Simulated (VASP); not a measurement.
# TaN: kinetic-energy density

TaN, Fm-3m (no. 225), 2 atoms in the cell. PBE; PAW potentials Ta_pv, N (PBE set).

## Input

INCAR:
```
SYSTEM = TaN
PREC = Accurate
ENCUT = 520
EDIFF = 1E-7
ISMEAR = 0
SIGMA = 0.02
LREAL = .False.
LASPH = .True.
ALGO = Normal
NELM = 100
ISIF = 2
LWAVE = .False.
LCHARG = .True.
LTAU = .True.
```

KPOINTS:
```
k-points
0
Gamma
  9 9 9
```

POSCAR:
```
TaN
1.0
    0.0000000000      2.2113230000      2.2113230000
    2.2113230000      0.0000000000      2.2113230000
    2.2113230000      2.2113230000      0.0000000000
Ta N
1 1
Direct
    0.5000000000      0.5000000000      0.5000000000
    0.0000000000      0.0000000000      0.0000000000
```

Commands:
```
cat potpaw_PBE.64/Ta_pv/POTCAR potpaw_PBE.64/N/POTCAR > POTCAR
mpirun -np 1 vasp_std > vasp.out
```

## Result

- Kinetic energy of the pseudo orbitals (eV): 345.49

VASP 6.6.1 took 5.6 s on 1 core (Intel Xeon Platinum 8488C (Sapphire Rapids)), a shared host.
